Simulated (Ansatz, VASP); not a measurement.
## Two plane-wave programs on C

INCAR

```
SYSTEM = C
  PREC = Accurate
  ENCUT = 520
  EDIFF = 1E-6
  ISMEAR = 0
  SIGMA = 0.05
  LREAL = .FALSE.
  LASPH = .TRUE.
  NELM = 80
  ALGO = Normal
  ISIF = 2
  LWAVE = .FALSE.
  LCHARG = .FALSE.
  GGA = PE
  NBANDS = 11
```

File KPOINTS:

```
Automatic mesh
0
G
  12 12 12
  0 0 0
```

The input POSCAR:

```
C
1.0
    0.0000000000      1.8750244088      1.7857375322
    1.8750244088      0.0000000000      1.7857375322
    1.8750244088      1.8750244088      0.0000000000
C
2
Direct
    0.5000000000      0.5000000000      0.5000000000
    0.7500000000      0.7500000000      0.7500000000
```

Input for Ansatz:

```yaml
crystal:
  lattice:
    - [0.0, 1.8750244088, 1.7857375322]
    - [1.8750244088, 0.0, 1.7857375322]
    - [1.8750244088, 1.8750244088, 0.0]
  atoms:
    - { symbol: C, position: [0.5, 0.5, 0.5] }
    - { symbol: C, position: [0.75, 0.75, 0.75] }
basis:
  ecutwfc: 420
kpoints:
  mp_grid: { grid: [12, 12, 12] }
hamiltonian:
  xc: pbe
scf:
  occupations: { method: gaussian, width: 0.05 }
output:
  forces: true
  stress: true
  eigenvalues: true
```

Change from the starting cell: strain +0.050 along x and y, +0.000 along z, atoms carried along.

Alike in both runs: task single point; functional PBE; k mesh 12 × 12 × 12; occupations gaussian, width 0.05 eV; no spin polarisation.

```csv
,VASP,Ansatz
version,VASP 6.6.1,Ansatz 0.2.0
potentials or method,"VASP PAW PBE potentials, release 64 (C)","scalar-relativistic, plane waves, PAW"
plane-wave cutoff (eV),520,420
valence electrons in the cell,8,8
```

|  | VASP | Ansatz | Ansatz less VASP |
| --- | --- | --- | --- |
| gap on the k mesh at the Fermi level (eV) | 2.80 | 2.81 | +0.009 |
| least direct gap on the mesh (eV) | 4.52 | 4.52 | +0.006 |
| pressure (GPa) | -34.7 | -35.1 | -0.31 |
| largest component of the traceless stress (GPa) | 25.67 | 25.68 | +0.003 |

With one functional, cell and mesh, what is left measures potentials, basis and numerics.

Caveats: the cell as given lies far from equilibrium; so large a pressure means that the cell lies far from this level's equilibrium, or that cutoff or potentials fall short (VASP).
